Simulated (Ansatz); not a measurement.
A run of Ansatz 0.2.0 is set up as follows.

input.yaml

```yaml
crystal:
  lattice:
    - [0.0, 2.1839935596, 2.1839935596]
    - [2.1839935596, 0.0, 2.1839935596]
    - [2.1839935596, 2.1839935596, 0.0]
  atoms:
    - { symbol: Al, position: [0.0, 0.0, 0.0] }
    - { symbol: "N", position: [0.25, 0.25, 0.25] }
hamiltonian:
  xc: pbesol
  pseudopotentials: { kind: paw }
kpoints:
  mp_grid: { grid: [10, 10, 10] }
  band_path:
    path:
      - [[0.0, 0.0, 0.0], [0.5, 0.0, 0.5], [0.5, 0.25, 0.75], [0.375, 0.375, 0.75], [0.0, 0.0, 0.0], [0.5, 0.5, 0.5], [0.625, 0.25, 0.625], [0.5, 0.25, 0.75], [0.5, 0.5, 0.5], [0.375, 0.375, 0.75]]
      - [[0.625, 0.25, 0.625], [0.5, 0.0, 0.5]]
    npoints: 14
scf:
  occupations: { method: fermi_dirac, width: 0.05 }
  n_extra_bands: 6
output:
  forces: true
  stress: true
  eigenvalues: true
  fatbands: false
```

Potentials or basis: Ansatz PAW.

Command:

```bash
$ ansatz run input.yaml --threads 2 --pin off --max-ram 5632MiB --backend cpu --events-out ev --progress --plain --runs-dir out
```

**Question.** What does it give for the pressure?

**Answer.** 1.3 GPa.

**Question.** Predict the band gap along the path.

**Answer.** 3.20 eV, indirect (least direct gap 4.12 eV).

**Question.** Predict the band gap on the k mesh.

**Answer.** 3.20 eV, indirect (least direct gap 4.12 eV).

Levels at the corners of the path, in eV from the valence-band top:
```tsv
point	band 1	band 2	band 3	band 4	band 5	band 6	band 7	band 8	band 9
Γ	-14.95	0.00	0.00	0.00	4.12	12.47	12.47	12.47	17.51
X	-12.22	-4.94	-1.79	-1.79	3.20	8.48	13.86	15.60	15.60
W	-12.17	-3.80	-3.48	-2.73	5.94	11.26	11.87	12.12	17.12
K	-12.24	-4.29	-3.68	-1.38	5.05	9.99	12.99	14.05	15.10
Γ	-14.95	0.00	0.00	0.00	4.12	12.47	12.47	12.47	17.51
L	-12.87	-5.91	-0.48	-0.48	7.28	9.76	11.03	11.03	17.82
U	-12.24	-4.29	-3.68	-1.38	5.05	9.99	12.99	14.05	15.10
W	-12.17	-3.80	-3.48	-2.73	5.94	11.26	11.87	12.12	17.12
L	-12.87	-5.91	-0.48	-0.48	7.28	9.76	11.03	11.03	17.82
K	-12.24	-4.29	-3.68	-1.38	5.05	9.99	12.99	14.05	15.10
U	-12.24	-4.29	-3.68	-1.38	5.05	9.99	12.99	14.05	15.10
X	-12.22	-4.94	-1.79	-1.79	3.20	8.48	13.86	15.60	15.60
```

Caveat: the pressure holds a Pulay correction of +0.5 GPa for the finite cutoff; the PAW data sets come from PBE, with cores solved anew for the run's functional, which leaves a small shift of forces and pressure. As with any semilocal functional, this PBEsol gap is likely too small.
